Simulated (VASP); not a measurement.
Output of a VASP run:

File OUTCAR:
```
 ion  position               nearest neighbor table
   1  0.000  0.000  0.000-
   2  0.500  0.500  0.500-
  LATTYP: Found a simple cubic cell.
 ALAT       =     4.5728390000
 Subroutine PRICEL returns:
 Original cell was already a primitive cell.
 Subroutine GETGRP returns: Found 48 space group operations
The static configuration has the point symmetry O_h .
The dynamic configuration has the point symmetry O_h .
 Subroutine INISYM returns: Found 48 space group operations
 Subroutine IBZKPT returns following result:
 Found     20 irreducible k-points:

 Following reciprocal coordinates:
            Coordinates               Weight
  0.062500  0.062500  0.062500      8.000000
  0.187500  0.062500  0.062500     24.000000
  0.312500  0.062500  0.062500     24.000000
  0.437500  0.062500  0.062500     24.000000
  0.187500  0.187500  0.062500     24.000000
  0.312500  0.187500  0.062500     48.000000
  0.437500  0.187500  0.062500     48.000000
  0.312500  0.312500  0.062500     24.000000
  0.437500  0.312500  0.062500     48.000000
  0.437500  0.437500  0.062500     24.000000
  0.187500  0.187500  0.187500      8.000000
  0.312500  0.187500  0.187500     24.000000
  0.437500  0.187500  0.187500     24.000000
  0.312500  0.312500  0.187500     24.000000
  0.437500  0.312500  0.187500     48.000000
  0.437500  0.437500  0.187500     24.000000
  0.312500  0.312500  0.312500      8.000000
  0.437500  0.312500  0.312500     24.000000
  0.437500  0.437500  0.312500     24.000000
  0.437500  0.437500  0.437500      8.000000
   k-points           NKPTS =     20   k-points in BZ     NKDIM =     20   number of bands    NBANDS=     12
   number of dos      NEDOS =    301   number of ions     NIONS =      2
   total plane-waves  NPLWV =   5832
   dimension x,y,z NGX =    18 NGY =   18 NGZ =   18
   dimension x,y,z NGXF=    36 NGYF=   36 NGZF=   36
   ions per type =               1   1
   PREC   = accura    normal or accurate (medium, high low for compatibility)
   ISTART =      0    job   : 0-new  1-cont  2-samecut
   ICHARG =      2    charge: 1-file 2-atom 10-const
   ISPIN  =      1    spin polarized calculation?
   LNONCOLLINEAR =      F non collinear calculations
   LSORBIT =      F    spin-orbit coupling
   INIWAV =      1    electr: 0-lowe 1-rand  2-diag
   ENCUT  =  150.0 eV  11.02 Ry    3.32 a.u.   4.57  4.57  4.57*2*pi/ulx,y,z
   NELM   =    100;   NELMIN=  2; NELMDL= -5     # of ELM steps
   EDIFF  = 0.1E-05   stopping-criterion for ELM
   LREAL  =      F    real-space projection
   NLSPLINE    = F    spline interpolate recip. space projectors
   LMAXMIX     =    4 max onsite mixed and CHGCAR
   VOSKOWN=      0    Vosko Wilk Nusair interpolation
   EDIFFG = 0.1E-04   stopping-criterion for IOM
   NSW    =      0    number of steps for IOM
   NBLOCK =      1;   KBLOCK =      1    inner block; outer block
   IBRION =     -1    ionic relax: 0-MD 1-quasi-New 2-CG
   NFREE  =      0    steps in history (QN), initial steepest desc. (CG)
   ISIF   =      2    stress and relaxation
   ISYM   =      2    0-nonsym 1-usesym 2-fastsym
   TEIN   =    0.0    initial temperature
   TEBEG  =    0.0;   TEEND  =   0.0 temperature during run
   SMASS  =  -3.00    Nose mass-parameter (am)
   PSTRESS=    0.0 pullay stress
   NELECT =      16.0000    total number of electrons
   EFERMI =   0.00;   METHOD = LEGACY
   ISMEAR =     0;   SIGMA  =   0.05  broadening in eV -4-tet -1-fermi 0-gaus
   IALGO  =     38    algorithm
   LDIAG  =      T    sub-space diagonalisation (order eigenvalues)
   IMIX   =      4    mixing-type and parameters
     AMIX     =   0.40;   BMIX     =  1.00
     AMIX_MAG =   1.60;   BMIX_MAG =  1.00
     AMIN     =   0.10
   GGA     = PE    functional components
   VOSKOWN =     0    Vosko Wilk Nusair interpolation
   LHFCALC =     F    Hartree Fock is set to
   LHFONE  =     F    Hartree Fock one center treatment
...
```

File OSZICAR:
```
       N       E                     dE             d eps       ncg     rms          rms(c)
DAV:   1     0.451532211480E+02    0.45153E+02   -0.30447E+03   488   0.419E+02
DAV:   2    -0.273071766872E+01   -0.47884E+02   -0.46247E+02   648   0.114E+02
DAV:   3    -0.553421616632E+01   -0.28035E+01   -0.27991E+01   600   0.301E+01
DAV:   4    -0.555632732060E+01   -0.22111E-01   -0.22109E-01   552   0.320E+00
DAV:   5    -0.555655226358E+01   -0.22494E-03   -0.22494E-03   600   0.304E-01    0.423E+00
DAV:   6    -0.543475803795E+01    0.12179E+00   -0.16886E-01   540   0.200E+00    0.306E+00
DAV:   7    -0.541291305061E+01    0.21845E-01   -0.18908E-01   568   0.217E+00    0.776E-01
DAV:   8    -0.541414347447E+01   -0.12304E-02   -0.13063E-02   528   0.632E-01    0.127E-01
DAV:   9    -0.541467067371E+01   -0.52720E-03   -0.75817E-04   604   0.199E-01    0.128E-01
DAV:  10    -0.541479599387E+01   -0.12532E-03   -0.23318E-04   540   0.897E-02    0.213E-02
DAV:  11    -0.541478633416E+01    0.96597E-05   -0.69185E-05   588   0.381E-02    0.208E-02
DAV:  12    -0.541478553131E+01    0.80284E-06   -0.56144E-06   588   0.141E-02
   1 F= -.54147855E+01 E0= -.54147855E+01  d E =-.306171E-16
```

File OUTCAR:
```
------------------------ aborting loop because EDIFF is reached ----------------------------------------
  FORCE on cell =-STRESS in cart. coord.  units (eV):
  Direction    XX          YY          ZZ          XY          YZ          ZX
  --------------------------------------------------------------------------------------
  Total       -1.0542505     -1.0542505     -1.0542505     -0.0000000      0.0000000     -0.0000000
  in kB      -17.6643096    -17.6643096    -17.6643096     -0.0000000      0.0000000     -0.0000000
  external PRESSURE =     -17.6643096 kB  Pullay stress =       0.0000000 kB
  volume of cell :       95.62
      direct lattice vectors                 reciprocal lattice vectors
     4.572839000  0.000000000  0.000000000     0.218682530  0.000000000  0.000000000
     0.000000000  4.572839000  0.000000000     0.000000000  0.218682530  0.000000000
     0.000000000  0.000000000  4.572839000     0.000000000  0.000000000  0.218682530
 POSITION                                       TOTAL-FORCE (eV/Angst)
 -----------------------------------------------------------------------------------
      0.00000      0.00000      0.00000         0.000000      0.000000      0.000000
      2.28642      2.28642      2.28642         0.000000      0.000000      0.000000
 -----------------------------------------------------------------------------------
    total drift:                               -0.000000     -0.000000     -0.000000
  FREE ENERGIE OF THE ION-ELECTRON SYSTEM (eV)
  ---------------------------------------------------
  free  energy   TOTEN  =        -5.4147855313 eV

  energy  without entropy=       -5.4147855313  energy(sigma->0) =       -5.41478553
```
(Selected blocks of OUTCAR.)

### POSCAR
```
CsI
1
    4.5728390000     0.0000000000     0.0000000000
    0.0000000000     4.5728390000     0.0000000000
    0.0000000000     0.0000000000     4.5728390000
Cs I
1 1
Direct
  0.0000000000   0.0000000000   0.0000000000
  0.5000000000   0.5000000000   0.5000000000
```

**Question.** Reconstruct the remaining input files.

**Answer.** This is not unique; one that fits is the input of the run itself, PBE GGA, plane waves, VASP's PBE PAW potentials (set 64).

INCAR:
```
SYSTEM  =  CsI
PREC  =  Accurate; ENCUT  =  150; LREAL  =  .FALSE.
LASPH  =  .TRUE.
EDIFF  =  1E-6; NELM  =  100; ALGO  =  Normal
LMAXMIX  =  4
ISMEAR  =  0; SIGMA  =  0.05
GGA  =  PE
ISIF  =  2
LWAVE  =  .FALSE.; LCHARG  =  .FALSE.
```

### KPOINTS
```
Automatic
0
Gamma
  8 8 8
0.5 0.5 0.5
```

POTCAR, in this order: Cs_sv I (PBE.64 set). Program: vasp_std.

At this cut-off the stress carries a Pulay error, which pulls relaxed volumes low.

The structure comes from a computed database's CsI entry; how it stands against other phases isn't given here. The cell was not relaxed at this level. The run is one of a series of settings (ENCUT = 150, KPOINTS 8×8×8 Γ-centred mesh shifted by (0.5, 0.5, 0.5) against the base run), some of them coarse on purpose.
